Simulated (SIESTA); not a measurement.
MgS (Niningerite):

```
CELL_PARAMETERS angstrom
0.00000 2.60165 2.60165
2.60165 0.00000 2.60165
2.60165 2.60165 0.00000
ATOMIC_POSITIONS crystal
S 0.50000 0.50000 0.50000
Mg 0.00000 0.00000 0.00000
```

Program: SIESTA 5.4.2. Alike in all runs: no spin polarisation; cell as given; k mesh 9 × 9 × 9; smearing fermi-dirac 0.05 eV; grid cutoff 800 Ry.

Task: Order these runs on this cell by their pressure, lowest first.
A. level AM05; potentials or basis PseudoDojo 0.4 standard (PBEsol files), DZP (energy shift 0.003 Ry; two zetas on semicore shells); energy shift 0.003 Ry
B. level BLYP; potentials or basis PseudoDojo 0.4 standard (PBE files), DZP (energy shift 0.003 Ry; two zetas on semicore shells); energy shift 0.003 Ry
C. level revPBE; potentials or basis PseudoDojo 0.4 standard (PBE files), DZP (energy shift 0.02 Ry); broadening (eV) 0.2 eV; window from (eV) -10 eV; window to (eV) 5 eV; energy points 301; k mesh for the DOS 14 × 14 × 14; energy shift 0.02 Ry
D. level PBE; potentials or basis PseudoDojo 0.4 standard (PBE files), DZP (energy shift 0.002 Ry); energy shift 0.002 Ry

Result: C (-0.2 GPa), A (1.6 GPa), D (3.5 GPa), B (6.4 GPa).

Caveats: the basis of atomic orbitals isn't converged, which shifts pressures, moduli and gaps; the potentials were made for another functional, which shifts forces and pressure (some runs); semicore shells carry a single zeta, which can move pressures by several GPa and volumes by a few percent (some runs).

Not every run made on this cell is shown here.
